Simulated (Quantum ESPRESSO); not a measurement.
Runs of Quantum ESPRESSO 7.5 on Tc. It takes space group P6_3/mmc (No. 194, hexagonal). Conventional cell: a = 2.739 Å, b = 2.739 Å, c = 8.770 Å, α = 90.00°, β = 90.00°, γ = 120.00°. Tc (site symmetry -6m2) has 12 Tc at 2.70 to 2.74 Å as nearest neighbours. Around Tc (site symmetry -3m) lie 12 Tc at 2.70 to 2.74 Å. 

```csv
task,level,potentials or basis,cell,k mesh,cutoff (eV),smearing,form of the LDA correlation,SCF threshold,iterations,symmetry,mesh quality,gap on the mesh (eV),pressure (GPa),V0 of scaled cells (Å³/atom),B0 (GPa)
equation of state,LDA,GBRV 1.5 LDA,as given,11 × 11 × 3,612,fermi-dirac 0.05 eV,PZ81,8e-10 Ry,-,-,not flagged,-,-,13.78,(b)
band structure,PBEsol,GBRV 1.5 PBEsol,as given,11 × 11 × 3,612,fermi-dirac 0.05 eV,-,8e-10 Ry,-,-,not flagged,none,-5.7,-,-
phonons,LDA,JTH 2.0 LDA,relaxed,9 × 9 × 3,490,methfessel-paxton 0.272 eV,PW92,8e-10 Ry,-,-,not flagged,none,0.0,-,-
energy-loss spectrum,LDA,PseudoDojo 0.4.1 SR LDA stringent,as given,5 × 5 × 1,1197,cold 0.136 eV,PW92,8e-10 Ry,200,-,coarse,none,-11.8,-,-
phonons,PBE,JTH 2.0 PBE,relaxed,9 × 9 × 3,490,cold 0.272 eV,-,8e-10 Ry,-,-,not flagged,none,0.0,-,-
equation of state,r2SCAN,SG15 PBE 1.2,as given,4 × 4 × 1,952,fermi-dirac 0.05 eV,-,1e-08 Ry,-,off,coarse,-,-,(c),331
equation of state,PBEsol,GBRV 1.5 PBEsol,as given,11 × 11 × 3,612,fermi-dirac 0.05 eV,-,8e-10 Ry,-,-,not flagged,-,-,(a),330
```

Alike in all rows: no spin polarisation.

Fill in the values left out.

(a) 14.00; (b) 345; (c) 14.13.

Caveats: some runs use coarse meshes; the cell was scaled at fixed shape and fractional positions, which overstates the stiffness of a crystal with free parameters, most of all of layers and chains (some runs); the mesh is thin for the phonons of a metal (some runs); the cutoff is low for these files, which shifts pressure and relaxed volume (some runs); the wave vector is under the mesh spacing, so the intraband response is poorly sampled (some runs); the Lanczos chain is short for so many electrons, so humps in the spectrum may be artefacts (some runs); the potentials were made for another functional, which shifts forces and pressure (some runs).

A k mesh can miss the band edges, and the runs leave out spin-orbit coupling on Tc.

A gap of «none» marks a metal or a gap under the smearing width.

Not every run made on this cell is shown here.
